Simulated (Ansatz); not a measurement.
Crystal: WC.

```
W C
1.0
     1.64035   -2.11804    0.00000
     1.64035    2.11804    0.00000
     0.00000    0.00000    4.30942
W C
1 1
Direct
  0.50000 0.50000 0.50000
  0.00000 0.00000 0.00000
```

The cell was built by a generator and needn't be a form met in nature.

Below is the output of Ansatz 0.2.0 for this cell. Logs are shortened: lines on timing, memory, paths and dates and some standing lists are left out, and cuts for length are marked.

```text
Warning: RAYON_NUM_THREADS=2 ignored (pool sized by the plan → 2); use --threads N
Engine: ansatz 0.2.0, aarch64-unknown-linux-gnu
Pseudopotentials: kind: paw
Pseudopotential: W, paw, valence charge 14, recommended cutoff 420 eV (normal), W.paw.azcp
Pseudopotential: C, paw, valence charge 4, recommended cutoff 420 eV (normal), C.paw.azcp
Functional definition: PBE
  parameter kappa = 0.804
  parameter beta = 0.06672455060314922
  exchange = pbe_x(kappa = kappa, mu = beta*pi^2/3)
  correlation = pbe_c(beta = beta)
Crystal: 2 atoms, lattice volume = 29.945 Å³
Basis set: ecut = 420 eV, 577 PW (Γ), exchange–correlation on 36×36×60 points (8 copies of the dense FFT grid, shifted against one another)
Bands: 13, of which v1, the nominal top of the filled ones, is band 9 counted from 1 (8 counted from 0)
Symmetry: 8 space group operations
Space group: Cmmm (ITA 65), of the structure as read, at distance tolerance 3.1e-5 Å
k-points: 124 of 600
Non-local potential: W, projectors of the file, l = 0: 3, l = 1: 2, l = 2: 2, l = 3: 1
Non-local potential: C, projectors of the file, l = 0: 2, l = 1: 2, l = 2: 1
PAW form: soft (Blöchl's): semilocal exchange-correlation on the pseudo side does not see the compensation charge
PAW one-centre angular grid: W, 590 points (default); XC on 64 Gauss nodes
PAW one-centre angular grid: C, 110 points (default); XC on 64 Gauss nodes
Initial density: superposition of atomic densities (neutral atoms: chi_scale 0, normalization atom), corrected by the library's trained network
Initial wavefunctions: pseudopotential atomic-orbital guess
Functional: x = pbe(κ = 0.804, μ = 0.2195149727645171), c = pbe(β = 0.06672455060314922)
SCF iter   1: F=—  HF=-10630.275836 eV  |F-HF|=—  |Δ(HF+E_count)|=         —  Δρ=8.13e-3  dr2=1.53e-2  ethr=1.77e-3  ⟨swp⟩=6.0  Hψ=8019  notcnv=0
preconditioner: auto → none  [insulator: Δε(μ)=0.035 eV  Ē_g=6.205 eV  σ=0.012 eV  W_gap=0.67  n_scr=6 (ndim 8)  ℏωp=21.5 eV  f_vac=0.000  D(μ)=1.42/eV (n_scr^D=16)  ε∞_Penn≈13.0]
SCF iter   2: F=—  HF=-10630.274755 eV  |F-HF|=—  |Δ(HF+E_count)|=   1.08e-3  Δρ=3.32e-3  dr2=1.68e-3  ethr=8.50e-5  ⟨swp⟩=2.0  Hψ=2968  notcnv=0  defer=21
SCF iter   3: F=—  HF=-10630.274922 eV  |F-HF|=—  |Δ(HF+E_count)|=   1.66e-4  Δρ=5.94e-4  dr2=3.18e-5  ethr=9.35e-6  ⟨swp⟩=2.2  Hψ=2177  notcnv=0  defer=25
SCF iter   4: F=—  HF=-10630.274954 eV  |F-HF|=—  |Δ(HF+E_count)|=   3.26e-5  Δρ=5.02e-5  dr2=4.20e-7  ethr=1.76e-7  ⟨swp⟩=2.3  Hψ=2219  notcnv=0  defer=25
iter 5 did not close the SCF: its close was put off for the readings that it lacked (scf_convergence_deferred on its scf_iter line)
SCF iter   5: F=-10630.274954 eV  HF=-10630.274954 eV  |F-HF|=7.40e-9  |Δ(HF+E_count)|=   1.91e-7  Δρ=9.76e-6  dr2=1.04e-8  ethr=2.33e-9  ⟨swp⟩=2.4  Hψ=2541  notcnv=0  defer=25
SCF iter   6: F=-10630.274954 eV  HF=-10630.274954 eV  |F-HF|=8.37e-11  |Δ(HF+E_count)|=   9.52e-9  Δρ=1.84e-6  dr2=4.98e-10  ethr=5.80e-11  ⟨swp⟩=2.6  Hψ=5746  notcnv=0
SCF 1 converged in 6 iterations: F = -10630.274954 eV  dr2 = 4.98e-10
  greatest PAW one-centre occupation: 1.000 electrons in one spin orbital (limit 2), on the W atom at site 0 (counted from 0), in its partial waves of l = 0
SCF converged after 6 iterations
Free energy (F): -10630.274954 eV
Harris-Foulkes:  -10630.274954 eV  (|F-HF|=8.37e-11)
Internal energy: -10630.274834 eV  (E = F + TS)
E sigma→0 (E₀):  -10630.274894 eV
Entropy (-TS):   -0.000120 eV (-0.060 meV/atom)
Fermi energy:    13.716860 eV
--- Per-component energies (eV) ---
  E_band       = -178.186592
  E_kinetic    = 517.326791
  E_local      = -1022.226569  (includes V_loc(G=0)·N_el)
  E_nonlocal   = 29.432491
  E_hartree    = 357.746938
  E_xc         = -308.078964
  E_vxc        = -289.175150  (∫ρ·V_xc dr)
  E_paw        = -8659.635322  (= ΣΔE_a)
  E_vpaw       = -129.037318  (= ΣTr[D̂ρ^β])
  E_aug_tail   = -0.000072  (compensation charges beyond the density's cutoff)
  E_ewald      = -1544.840126
  E_smearing   = -0.000120  (= −TS)
  E_closure    = -0.000000  (closes the sum)
  Σ components = -10630.274954   (vs F -10630.274954, Δ=0.00e0)
--- Forces (eV/Å), atoms counted from 1 ---
  atom   1  W      0.00000000     0.00000000     0.00000000
  atom   2  C      0.00000000     0.00000000     0.00000000
  max |Σ_I F_I| component: 9.86e-32 eV/Å
--- Stress (GPa, compression-positive) ---
      -35.128728       0.000000       0.000000
        0.000000      -2.260109       0.000000
        0.000000       0.000000     -58.900291
  P = ⅓ Tr σ = -32.0964 GPa (-320.964 kbar)
--- Band table (eV; the first three rows and the last of 124) ---
  k-point 0: bands = ["-61.0142", "-25.3590", "-24.7078", "-24.4469", "1.4144", "8.1166", "10.2913", "10.4964", "15.5183", "15.7711", "15.8085", "16.3619", "16.4156"]
  k-point 1: bands = ["-61.0142", "-25.3608", "-24.7077", "-24.4469", "1.6016", "7.4691", "10.2977", "10.7031", "14.7119", "16.0930", "16.1586", "16.7448", "16.7917"]
  k-point 2: bands = ["-61.0141", "-25.3644", "-24.7075", "-24.4468", "2.0609", "6.3413", "10.3106", "10.9427", "14.1127", "15.8349", "16.2713", "17.2520", "17.7065"]
  k-point 123: bands = ["-60.8626", "-25.6586", "-25.3402", "-25.1345", "6.3355", "8.0189", "8.6881", "10.8289", "13.9168", "14.7734", "16.3519", "17.3283", "17.8715"]
```

What input gives this log?

Single point with PBE, no spin polarisation. The files as run (others can give the same):

input.yaml
```yaml
crystal:
  lattice:
    - [1.64034611, -2.1180379, 0.0]
    - [1.64034611, 2.1180379, 0.0]
    - [0.0, 0.0, 4.3094211]
  atoms:
    - { symbol: W, position: [0.5, 0.5, 0.5] }
    - { symbol: C, position: [0.0, 0.0, 0.0] }
hamiltonian:
  xc: pbe
  pseudopotentials: { kind: paw }
kpoints:
  mp_grid: { grid: [10, 10, 6] }
scf:
  occupations: { method: gaussian, width: 0.012 }
output:
  forces: true
  stress: true
  eigenvalues: true
```

Potentials or basis: Ansatz PAW.
Launch:
```console
$ ansatz run input.yaml --threads 2 --pin off --max-ram 5632MiB --backend cpu --events-out ev --progress --plain --runs-dir out
```

Caveat: a pressure of tens of GPa on the cell as given is suspect, and the run, the potentials or the cell itself is likely at fault.
